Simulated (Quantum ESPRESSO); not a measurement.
The system is CaO.

```
Ca O
1.0
     0.00000    2.40356    2.40356
     2.40356    0.00000    2.40356
     2.40356    2.40356    0.00000
Ca O
1 1
Direct
  0.00000 0.00000 0.00000
  0.50000 0.50000 0.50000
```

The cell is a database's computed one.

Program: Quantum ESPRESSO 7.5. Alike in all runs: task band structure; no spin polarisation; cell as given; k mesh 10 × 10 × 10; cutoff (eV) 1143; smearing fermi-dirac 0.05 eV.

Order these runs on this cell by their pressure, lowest first.
A. level PBE; potentials or basis PseudoDojo 0.4.1 SR PBE standard
B. level LDA; potentials or basis PseudoDojo 0.4.1 SR LDA standard; form of the LDA correlation PW92
C. level rev-vdW-DF2; potentials or basis PseudoDojo 0.4.1 SR PBE standard
D. level PBEsol; potentials or basis PseudoDojo 0.4.1 SR PBEsol standard

B (-7.3 GPa), D (-3.0 GPa), C (-1.0 GPa), A (1.3 GPa).

Caveats: the potentials were made for another functional, which shifts forces and pressure (some runs).

Not every run made on this cell is shown here.
